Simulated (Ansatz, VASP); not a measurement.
# Two plane-wave programs on Ta

INCAR

```
SYSTEM = Ta
  PREC = Accurate
  ENCUT = 520
  EDIFF = 1E-7
  ISMEAR = 0
  SIGMA = 0.15
  LREAL = .False.
  LASPH = .True.
  NELM = 100
  ALGO = Fast
  ISIF = 2
  LWAVE = .False.
  LCHARG = .False.
  GGA = PE
  NBANDS = 12
```

KPOINTS

```
Automatic mesh
0
Gamma
  18 18 18
  0 0 0
```

File POSCAR:

```
Ta
1.0
   -1.6594835689      1.6594835689      1.4727916674
    1.6594835689     -1.6594835689      1.4727916674
    1.6594835689      1.6594835689     -1.4727916674
Ta
1
Direct
    0.0000000000      0.0000000000      0.0000000000
```

Input for Ansatz:

```yaml
crystal:
  lattice:
    - [-1.6594835689, 1.6594835689, 1.4727916674]
    - [1.6594835689, -1.6594835689, 1.4727916674]
    - [1.6594835689, 1.6594835689, -1.4727916674]
  atoms:
    - { symbol: Ta, position: [0.0, 0.0, 0.0] }
basis:
  ecutwfc: 420
kpoints:
  mp_grid: { grid: [18, 18, 18] }
hamiltonian:
  xc: pbe
  pseudopotentials: { kind: paw, azcp: { folder: soft_1 } }
scf:
  occupations: { method: gaussian, width: 0.15 }
output:
  forces: true
  stress: true
  eigenvalues: true
```

Change from the starting cell: normal strain along x +0.0000, normal strain along z -0.1125.

Alike in both runs: task single point; functional PBE; k mesh 18 × 18 × 18; occupations gaussian, width 0.15 eV; no spin polarisation.

|  | VASP | Ansatz |
| --- | --- | --- |
| version | VASP 6.6.1 | Ansatz 0.2.0 |
| potentials or method | VASP PAW PBE potentials, release 64 (Ta_pv) | scalar-relativistic, plane waves, PAW |
| plane-wave cutoff (eV) | 520 | 420 |
| valence electrons in the cell | 11 | 13 |

Ansatz gave:

* gap on the k mesh at the Fermi level (eV): none
* pressure (GPa): 30.9
* largest component of the traceless stress (GPa): 9.53

Which values does VASP return?

gap on the k mesh at the Fermi level (eV): none; pressure (GPa): 31.3; largest component of the traceless stress (GPa): 9.54.

A gap of «none» marks a metal or a gap that the smearing closes. The two sets of potentials don't hold the same shells in valence.

Caveats: so large a pressure means that the cell lies far from this level's equilibrium, or that cutoff or potentials fall short (VASP). The runs have no spin-orbit coupling, so splittings on Ta are missing.
